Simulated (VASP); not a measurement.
# KI (Fm-3m) in VASP: a series of runs, part 2 of 2

VASP 6.6.1.

### Step 5. Relaxation of the atoms, LDA (a relaxed cell with its volume scaled by 0.98)

INCAR reads:

```
PREC = Accurate
ENCUT = 600
EDIFF = 1E-7
ISMEAR = 0
SIGMA = 0.03
LREAL = F
LASPH = T
NELM = 80
ALGO = Normal
ISIF = 2
LWAVE = F
LCHARG = F
GGA = CA
IBRION = 2
NSW = 40
EDIFFG = -0.01
```

KPOINTS reads:

```
regular mesh
0
Gamma
  8 8 8
```

POSCAR reads:

```
KI                                      
1.0
    0.0000000000      3.3906184751      3.3906184751
    3.3906184751      0.0000000000      3.3906184751
    3.3906184751      3.3906184751      0.0000000000
  K               I             
     1     1
Direct
     0.0000000000000000    0.0000000000000000    0.0000000000000000
     0.5000000000000000    0.5000000000000000    0.5000000000000000
```

Potentials or basis: VASP PAW LDA potentials, release 64 (K_sv, I).

Launch:

```
> cat potpaw_LDA.64/K_sv/POTCAR potpaw_LDA.64/I/POTCAR > POTCAR
> mpirun -np 1 vasp_std > vasp.out
```

OUTCAR:

```text
PREC = Accurate
   ENCUT = 600
   EDIFF = 1E-7
   ISMEAR = 0
   LREAL = F
   LASPH = T
   NELM = 80
   ISIF = 2
   GGA = CA
   IBRION = 2
   NSW = 40
   EDIFFG = -0.01

 ion  position               nearest neighbor table
   1  0.000  0.000  0.000-   2 3.39   2 3.39   2 3.39   2 3.39   2 3.39   2 3.39
   2  0.500  0.500  0.500-   1 3.39   1 3.39   1 3.39   1 3.39   1 3.39   1 3.39

  LATTYP: Found a face centered cubic cell.
 ALAT       =     6.7812369502

  Lattice vectors:

 A1 = (   0.0000000000,   3.3906184751,   3.3906184751)
 A2 = (   3.3906184751,   0.0000000000,   3.3906184751)
 A3 = (   3.3906184751,   3.3906184751,   0.0000000000)

Analysis of symmetry for initial positions (statically):
=====================================================================
 Subroutine PRICEL returns:
 Original cell was already a primitive cell.

 Routine SETGRP: Setting up the symmetry group for a
 face centered cubic supercell.

 Subroutine GETGRP returns: Found 48 space group operations
 (whereof 48 operations were pure point group operations)
 out of a pool of 48 trial point group operations.

The static configuration has the point symmetry O_h .

Analysis of symmetry for dynamics (positions and initial velocities):
=====================================================================
 Subroutine PRICEL returns:
 Original cell was already a primitive cell.

 Routine SETGRP: Setting up the symmetry group for a
 face centered cubic supercell.

 Subroutine GETGRP returns: Found 48 space group operations
 (whereof 48 operations were pure point group operations)
 out of a pool of 48 trial point group operations.

The dynamic configuration has the point symmetry O_h .

 Subroutine INISYM returns: Found 48 space group operations
 (whereof 48 operations are pure point group operations),
 and found     1 'primitive' translations

----------------------------------------------------------------------------------------

                                     Primitive cell

  volume of cell :      77.9591

  direct lattice vectors                    reciprocal lattice vectors
[... 123 lines left out ...]
 maximum number of plane-waves:      2640
 NGX is ok and might be reduce to    40
   NGX = 19   NGY = 19   NGZ = 19

 number of electron      15.9999999 magnetization

 Free energy of the ion-electron system (eV)
  ---------------------------------------------------
  ext. energy  EPLUGINS =         0.00000000
  ---------------------------------------------------
  free energy    TOTEN  =        -6.16454331 eV

  energy without entropy =       -6.16454331  energy(sigma->0) =       -6.16454331

 E-fermi :   0.3099     XC(G=0):  -8.1124

 val. band max:        0.0812744797   @ k =   0.0000   0.0000   0.0000
 cond. band min:       4.0039438492   @ k =   0.0000   0.0000   0.0000
 fundamental gap:      3.9226693695
 Fermi energy:         0.3099264127

 k-point     1 :       0.0000    0.0000    0.0000
  band No.  band energies     occupation
      1     -27.8783      2.00000
      2     -11.6238      2.00000
      3     -11.6238      2.00000
      4     -11.6238      2.00000
      5     -10.6998      2.00000
      6       0.0813      2.00000
      7       0.0813      2.00000
      8       0.0813      2.00000
      9       4.0039      0.00000
     10       6.2818      0.00000
     11       6.2818      0.00000
     12       6.2818      0.00000
[... 331 lines left out ...]
 k-point    24 :      -0.3750    0.2500    0.1250
  band No.  band energies     occupation
      1     -27.8728      2.00000
      2     -11.8745      2.00000
      3     -11.6555      2.00000
      4     -11.6394      2.00000
      5     -10.2553      2.00000
      6      -1.3429      2.00000
      7      -0.6330      2.00000
      8      -0.4448      2.00000
      9       5.9893      0.00000
     10       6.7649      0.00000
     11       7.6880      0.00000
     12       8.3628      0.00000

 [... further k-points ...]

------------------------ aborting loop because EDIFF is reached ----------------------------------------

  FORCE on cell =-STRESS in cart. coord.  units (eV):
  Direction    XX          YY          ZZ          XY          YZ          ZX
  --------------------------------------------------------------------------------------
  -------------------------------------------------------------------------------------
  Total        0.1679426      0.1679426      0.1679426      0.0000000      0.0000000      0.0000000
  in kB        3.4514740      3.4514740      3.4514740      0.0000000      0.0000000      0.0000000
  external PRESSURE =       3.4514740 kB  Pullay stress =       0.0000000 kB

 VOLUME and BASIS-vectors are now :
 -----------------------------------------------------------------------------
  energy-cutoff  :      600.00
  volume of cell :       77.96
      direct lattice vectors                 reciprocal lattice vectors
     0.000000000  3.390618475  3.390618475    -0.147465722  0.147465722  0.147465722
     3.390618475  0.000000000  3.390618475     0.147465722 -0.147465722  0.147465722
     3.390618475  3.390618475  0.000000000     0.147465722  0.147465722 -0.147465722

 POSITION                                       TOTAL-FORCE (eV/Angst)
 -----------------------------------------------------------------------------------
      0.00000      0.00000      0.00000         0.000000     -0.000000     -0.000000
      3.39062      3.39062      3.39062        -0.000000      0.000000      0.000000
 -----------------------------------------------------------------------------------
    total drift:                                0.000000     -0.000000     -0.000000

  FREE ENERGIE OF THE ION-ELECTRON SYSTEM (eV)
  ---------------------------------------------------
  free  energy   TOTEN  =        -6.1645433062 eV

  energy  without entropy=       -6.1645433062  energy(sigma->0) =       -6.16454331

 reached required accuracy - stopping structural energy minimisation
```

Run time: 30 s. Hardware: 1 thread of Intel Xeon Platinum 8488C (Sapphire Rapids), shared host; peak memory 0.21 GiB.

Results:

```
Free energy             : -6.1645 eV
Pressure after relaxing : 0.3 GPa
Band gap on the k mesh  : 3.92 eV, direct
```

Final structure:
```
K I
1.0
     0.00000    3.39062    3.39062
     3.39062    0.00000    3.39062
     3.39062    3.39062    0.00000
K I
1 1
Direct
  0.00000 0.00000 0.00000
  0.50000 0.50000 0.50000
```

Caveat: the relaxation stopped at its first step, so nothing moved; spin-orbit coupling is left out, which moves the levels of the heavy elements. A k mesh can miss the band edges.

### Step 6. Relaxation of the atoms, LDA

INCAR is that of step 5.

KPOINTS is that of step 5.

POSCAR reads:

```
KI                                      
1.0
    0.0000000000      3.4135287544      3.4135287544
    3.4135287544      0.0000000000      3.4135287544
    3.4135287544      3.4135287544      0.0000000000
  K               I             
     1     1
Direct
     0.0000000000000000    0.0000000000000000    0.0000000000000000
     0.5000000000000000    0.5000000000000000    0.5000000000000000
```

Potentials or basis: VASP PAW LDA potentials, release 64 (K_sv, I).

Launch:

```
> cat potpaw_LDA.64/K_sv/POTCAR potpaw_LDA.64/I/POTCAR > POTCAR
> mpirun -np 1 vasp_std > vasp.out
```

It took 36 s on 1 thread of Intel Xeon Platinum 8488C (Sapphire Rapids), shared host; peak memory 0.21 GiB.

The run converged. Its results:

```
Free energy             : -6.1663 eV
Pressure after relaxing : 0.0 GPa
Band gap on the k mesh  : 3.87 eV, direct
```

Final structure:
```
K I
1.0
     0.00000    3.41353    3.41353
     3.41353    0.00000    3.41353
     3.41353    3.41353    0.00000
K I
1 1
Direct
  0.00000 0.00000 0.00000
  0.50000 0.50000 0.50000
```

Levels at points of the mesh, in eV from the valence-band top:
| k point | band 6 | band 7 | band 8 | band 9 | band 10 | band 11 |
| --- | --- | --- | --- | --- | --- | --- |
| (0.00, 0.00, 0.00) | 0.00 | 0.00 | 0.00 | 3.87 | 6.22 | 6.22 |
| (0.50, 0.00, 0.00) | -1.65 | -0.45 | -0.45 | 5.36 | 7.71 | 8.18 |
| (0.50, 0.50, 0.00) | -1.21 | -0.44 | -0.44 | 4.49 | 5.72 | 8.04 |

Caveat: the relaxation stopped at its first step, so nothing moved; spin-orbit coupling is left out, which moves the levels of the heavy elements.

### Step 7. Overview

```csv
task,cell,gap on the mesh (eV),pressure (GPa)
relaxation of cell and atoms,relaxed,3.87,0.0
relaxation of the atoms,atoms relaxed from: a relaxed cell with its volume scaled by 0.94,4.04,1.2
relaxation of the atoms,atoms relaxed from: a relaxed cell with its volume scaled by 0.96,3.98,0.7
relaxation of the atoms,atoms relaxed from: a relaxed cell with its volume scaled by 0.98,3.92,0.3
relaxation of the atoms,atoms relaxed,3.87,0.0
```

Alike in all rows: level LDA; potentials or basis VASP PAW LDA potentials, release 64 (K_sv, I); no spin polarisation; k mesh 8 × 8 × 8; cutoff (eV) 600; smearing gaussian 0.03 eV.

Caveats: the relaxation stopped at its first step, so nothing moved; spin-orbit coupling is left out, which moves the levels of the heavy elements.

Total energies depend on the potentials used, so only differences within one code and one set of settings carry meaning.

### Step 8. Against experiment

Step 6. A measured gap of KI is 6.32 eV (a printed reference work, monograph); the calculated 3.87 eV misses it by -2.45 eV. Spin-orbit coupling on I is left out. The value is that of LDA on a finite k mesh, which can miss the band edges, without temperature or zero-point motion. Semilocal functionals fall short of measured gaps as a rule.
